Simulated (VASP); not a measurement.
# Si (P6/mmm) in VASP: further runs, part 2 of 2

VASP 6.6.1. The steps go on from the part before.

## 3. Phonons, r2SCAN

POSCAR

```
Si
1.0
    2.6205428149      0.0000000000      0.0000000000
   -1.3102714075      2.2694566494      0.0000000000
    0.0000000000      0.0000000000      2.4663543900
Si
1
Direct
    0.0000000000      0.0000000000      0.0000000000
```

INCAR.step1

```
SYSTEM = Si
ALGO     = Normal         ! electronic algorithm
EDIFF    = 1E-8           ! SCF threshold, eV
EDIFFG   = -0.002         ! ionic threshold
ENCUT    = 600            ! plane-wave cutoff, eV
IBRION   = 2              ! ionic algorithm
ISIF     = 3              ! what is computed and relaxed
ISMEAR   = 0              ! smearing method
LASPH    = .TRUE.         ! aspherical terms in the spheres
LCHARG   = .FALSE.        ! write CHGCAR
LMIXTAU  = .TRUE.       
LREAL    = .FALSE.        ! projectors in reciprocal space
LWAVE    = .FALSE.        ! write WAVECAR
METAGGA  = R2SCAN         ! meta-GGA
NELM     = 100            ! most SCF steps
NSW      = 40             ! ionic steps
PREC     = Accurate       ! precision mode
SIGMA    = 0.05           ! smearing width, eV
```

INCAR.step2

```
SYSTEM = Si
ALGO     = Normal         ! electronic algorithm
EDIFF    = 1E-8           ! SCF threshold, eV
ENCUT    = 600            ! plane-wave cutoff, eV
IBRION   = 6              ! ionic algorithm
ISIF     = 2              ! what is computed and relaxed
ISMEAR   = 0              ! smearing method
LASPH    = .TRUE.         ! aspherical terms in the spheres
LCHARG   = .FALSE.        ! write CHGCAR
LMIXTAU  = .TRUE.       
LREAL    = .FALSE.        ! projectors in reciprocal space
LWAVE    = .FALSE.        ! write WAVECAR
METAGGA  = R2SCAN         ! meta-GGA
NELM     = 100            ! most SCF steps
NFREE    = 2            
NSW      = 1              ! ionic steps
POTIM    = 0.015          ! step
PREC     = Accurate       ! precision mode
SIGMA    = 0.05           ! smearing width, eV
```

KPOINTS

```
k-points
0
G
  9 9 8
  0 0 0
```

Potentials or basis: VASP PAW PBE potentials, release 64 (Si).

Launch:

```
> cat potpaw_PBE.64/Si/POTCAR > POTCAR
> cp INCAR.step1 INCAR
> mpirun -np 1 vasp_std > vasp.out
> cp CONTCAR POSCAR
> cp INCAR.step2 INCAR
> mpirun -np 1 vasp_std > vasp.out
```

OUTCAR:

```text
SYSTEM = Si
   EDIFF = 1E-8
   ENCUT = 600
   IBRION = 6
   ISIF = 2
   ISMEAR = 0
   LASPH = .TRUE.
   LREAL = .FALSE.
   METAGGA = R2SCAN
   NELM = 100
   NFREE = 2
   NSW = 1
   POTIM = 0.015
   PREC = Accurate

 ion  position               nearest neighbor table
   1  0.000  0.000  0.000-

  LATTYP: Found a hexagonal cell.
 ALAT       =     2.6222537590
 C/A-ratio  =     0.9491460114

  Lattice vectors:

 A1 = (   2.6222537590,  -0.0000000000,   0.0000000000)
 A2 = (  -1.3111268795,   2.2709383704,   0.0000000000)
 A3 = (   0.0000000000,   0.0000000000,   2.4889016962)

Analysis of symmetry for initial positions (statically):
=====================================================================
 Subroutine PRICEL returns:
 Original cell was already a primitive cell.

 Routine SETGRP: Setting up the symmetry group for a
 hexagonal supercell.

 Subroutine GETGRP returns: Found 24 space group operations
 (whereof 24 operations were pure point group operations)
 out of a pool of 24 trial point group operations.

The static configuration has the point symmetry D_6h.

Analysis of symmetry for dynamics (positions and initial velocities):
=====================================================================
 Subroutine PRICEL returns:
 Original cell was already a primitive cell.

 Routine SETGRP: Setting up the symmetry group for a
 hexagonal supercell.

 Subroutine GETGRP returns: Found 24 space group operations
 (whereof 24 operations were pure point group operations)
 out of a pool of 24 trial point group operations.

The dynamic configuration has the point symmetry D_6h.

 Subroutine INISYM returns: Found 24 space group operations
 (whereof 24 operations are pure point group operations),
 and found     1 'primitive' translations

----------------------------------------------------------------------------------------

                                     Primitive cell

  volume of cell :      14.8214

  direct lattice vectors                    reciprocal lattice vectors
     2.622253759 -0.000000000  0.000000000     0.381351346  0.220173302  0.000000000
    -1.311126880  2.270938370  0.000000000     0.000000000  0.440346604  0.000000000
     0.000000000  0.000000000  2.488901696     0.000000000  0.000000000  0.401783647

  length of vectors
     2.622253759  2.622253759  2.488901696     0.440346604  0.440346604  0.401783647

  position of ions in fractional coordinates (direct lattice)
     0.000000000  0.000000000  0.000000000

  ion indices of the primitive-cell ions
   primitive index   ion index
                 1           1

----------------------------------------------------------------------------------------
[... 87 lines left out ...]
   IALGO  =     38    algorithm
   IMIX   =      4    mixing-type and parameters
     AMIX     =   0.40;   BMIX     =  1.00
     AMIX_MAG =   1.60;   BMIX_MAG =  1.00
  volume/ion in A,a.u.               =      14.82       100.02
  Fermi-wavevector in a.u.,A,eV,Ry     =   1.057951  1.999238 15.228461  1.119260
  Thomas-Fermi vector in A             =   2.193243
   LORBIT       =      0    0 simple, 1 ext, 2 COOP (PROOUT), +10 PAW based schemes
   METAGGA = R2SCAN    functional components
   LHFCALC =     F    Hartree Fock is set to
   AEXX    =    0.0000 exact exchange contribution
   IVDW    =     0    specifies the selected vdW correction
   LEPSILON=     F    determine dielectric tensor
   LRPA    =     F    only Hartree local field effects (RPA)
 finite differences with symmetry
 non-spin polarized calculation
 Gauss-broadening in eV      SIGMA  =   0.05
  energy-cutoff  :      600.00
  volume of cell :       14.82
 maximum number of plane-waves:       513
 NGX is ok and might be reduce to    24
   NGX = 11   NGY = 11   NGZ =  9

--------------------------------------- Ionic step        1  -------------------------------------------

 number of electron       4.0000000 magnetization

 Free energy of the ion-electron system (eV)
  ---------------------------------------------------
  ext. energy  EPLUGINS =         0.00000000
  ---------------------------------------------------
  free energy    TOTEN  =        -8.30124505 eV

  energy without entropy =       -8.30040957  energy(sigma->0) =       -8.30082731

------------------------ aborting loop because EDIFF is reached ----------------------------------------

  FORCE on cell =-STRESS in cart. coord.  units (eV):
  Direction    XX          YY          ZZ          XY          YZ          ZX
  --------------------------------------------------------------------------------------
  -------------------------------------------------------------------------------------
  Total       -0.0009092     -0.0009092     -0.0001910      0.0000000      0.0000000      0.0000000
  in kB       -0.0982822     -0.0982822     -0.0206504      0.0000000      0.0000000      0.0000000
  external PRESSURE =      -0.0724049 kB  Pullay stress =       0.0000000 kB
[... 127 lines left out ...]
--------------------------------------- Ionic step        5  -------------------------------------------

 number of electron       4.0000000 magnetization

 Free energy of the ion-electron system (eV)
  ---------------------------------------------------
  ext. energy  EPLUGINS =         0.00000000
  ---------------------------------------------------
  free energy    TOTEN  =        -8.30124183 eV

  energy without entropy =       -8.30040629  energy(sigma->0) =       -8.30082406

 E-fermi :   9.6320     XC(G=0): -11.6257

 val. band max:        9.6089174611   @ k =   0.3333   0.2222   0.5000
 cond. band min:       9.6801553733   @ k =   0.2222   0.1111   0.2500
 fundamental gap:      0.0712379122
 Fermi energy:         9.6320221892

 k-point     1 :       0.0000    0.0000    0.0000
  band No.  band energies     occupation
      1      -5.2560      2.00000
      2      17.3504      0.00000
      3      17.6525      0.00000
      4      20.6977      0.00000
      5      20.6977      0.00000
      6      22.6477      0.00000
[... 199 lines left out ...]
 k-point    24 :       0.3333    0.3333    0.1250
  band No.  band energies     occupation
      1       4.0795      2.00000
      2       5.1368      2.00000
      3       5.1368      2.00000
      4      20.5368      0.00000
      5      23.7789      0.00000
      6      23.7789      0.00000

 [... further k-points ...]
[... 5 lines left out ...]
  --------------------------------------------------------------------------------------
  -------------------------------------------------------------------------------------
  Total       -0.0009347     -0.0009347     -0.0002570      0.0000000      0.0000000      0.0000000
  in kB       -0.1010387     -0.1010387     -0.0277822      0.0000000      0.0000000      0.0000000
  external PRESSURE =      -0.0766199 kB  Pullay stress =       0.0000000 kB
[... 16 lines left out ...]
  FREE ENERGIE OF THE ION-ELECTRON SYSTEM (eV)
  ---------------------------------------------------
  free  energy   TOTEN  =        -8.3012418295 eV

  energy  without entropy=       -8.3004062929  energy(sigma->0) =       -8.30082406

 INTERNAL STRAIN TENSORS FROM DISPLACED ATOMS
 ============================================

 INTERNAL STRAIN TENSOR FOR ION    1 for displacements in x,y,z  (eV/Angst):
          X           Y           Z          XY          YZ          ZX
  --------------------------------------------------------------------------------
  x     0.00000     0.00000     0.00000     0.00000     0.00000     0.00000
  y     0.00000     0.00000     0.00000     0.00000     0.00000     0.00000
  z     0.00000     0.00000     0.00000     0.00000     0.00000     0.00000

 Eigenvectors and eigenvalues of the dynamical matrix
 ----------------------------------------------------

   1 f  =    0.000000 THz     0.000000 2PiTHz    0.000000 cm-1     0.000000 meV
             X         Y         Z           dx          dy          dz
      0.000000  0.000000  0.000000     0.000000    0.000000    1.000000

   2 f/i=    0.000000 THz     0.000000 2PiTHz    0.000000 cm-1     0.000000 meV
             X         Y         Z           dx          dy          dz
      0.000000  0.000000  0.000000     0.647496    0.762069    0.000000

   3 f/i=    0.000000 THz     0.000000 2PiTHz    0.000000 cm-1     0.000000 meV
             X         Y         Z           dx          dy          dz
      0.000000  0.000000  0.000000    -0.762069    0.647496    0.000000

 ELASTIC MODULI CONTR FROM IONIC RELAXATION (kBar)
 Direction    XX          YY          ZZ          XY          YZ          ZX
 --------------------------------------------------------------------------------
 XX           0.0000      0.0000      0.0000      0.0000      0.0000      0.0000
 YY           0.0000      0.0000      0.0000      0.0000      0.0000      0.0000
 ZZ           0.0000      0.0000      0.0000      0.0000      0.0000      0.0000
 XY           0.0000      0.0000      0.0000      0.0000      0.0000      0.0000
 YZ           0.0000      0.0000      0.0000      0.0000      0.0000      0.0000
 ZX           0.0000      0.0000      0.0000      0.0000      0.0000      0.0000
 --------------------------------------------------------------------------------
```

Wall time 2.1 min (1 thread of Intel Xeon Platinum 8488C (Sapphire Rapids), shared host); peak memory 0.13 GiB.

What came out:

| Property | Result |
| --- | --- |
| Relaxed volume | 14.82 Å³/atom |
| Relaxed cell | a = 2.622 Å, b = 2.622 Å, c = 2.489 Å, α = 90.00°, β = 90.00°, γ = 120.00° |
| Space group after relaxing (to 0.05 Å) | P6/mmm (No. 191) |

The path:
```tsv
step	energy change (eV)	largest force (eV/Å)	pressure (GPa)	volume (Å³)
1	0.0000	0.0000	1.15	14.67
2	-0.0006	0.0000	-0.52	14.89
3	-0.0015	0.0000	0.19	14.80
4	-0.0015	0.0000	0.21	14.79
5	-0.0015	0.0000	-0.09	14.83
6	-0.0015	0.0000	0.02	14.82
7	-0.0015	0.0000	0.01	14.82
8	-0.0015	0.0000	-0.02	14.82
9	-0.0015	0.0000	-0.01	14.82
```

Final structure:
```
Si
1.0
     2.62225    0.00000    0.00000
    -1.31113    2.27094    0.00000
     0.00000    0.00000    2.48890
Si
1
Cartesian
  0.0000 0.0000 0.0000
```

Caveat: the PAW data sets were made with another functional, which shifts forces and pressure a little.
